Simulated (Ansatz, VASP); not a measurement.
# HfO2: VASP beside Ansatz

```
Hf O
1.0
     0.00000    2.67625    2.42137
     2.67625    0.00000    2.42137
     2.67625    2.67625    0.00000
Hf O
1 2
Direct
  0.00000 0.00000 0.00000
  0.25000 0.25000 0.25000
  0.75000 0.75000 0.75000
```

Change from the starting cell: strain +0.050 along x and y, -0.050 along z, atoms carried along.

Alike in both runs: task single point; functional PBE; k mesh 8 × 8 × 8; occupations gaussian, width 0.05 eV; no spin polarisation.

|  | VASP | Ansatz |
| --- | --- | --- |
| version | VASP 6.6.1 | Ansatz 0.2.0 |
| potentials or method | VASP PAW PBE potentials, release 64 (Hf_pv, O) | scalar-relativistic, plane waves, PAW |
| plane-wave cutoff (eV) | 520 | 420 |
| valence electrons in the cell | 22 | 38 |

```csv
,VASP,Ansatz,Ansatz less VASP
gap on the k mesh at the Fermi level (eV),2.42,2.45,+0.027
least direct gap on the mesh (eV),2.71,2.72,+0.015
pressure (GPa),-13.0,-9.9,+3.13
largest component of the traceless stress (GPa),28.69,28.26,-0.425
```

The two sets of potentials don't hold the same shells in valence.

Caveats: spin-orbit coupling is left out, which moves the levels of the heavy elements. A k mesh can miss the band edges.
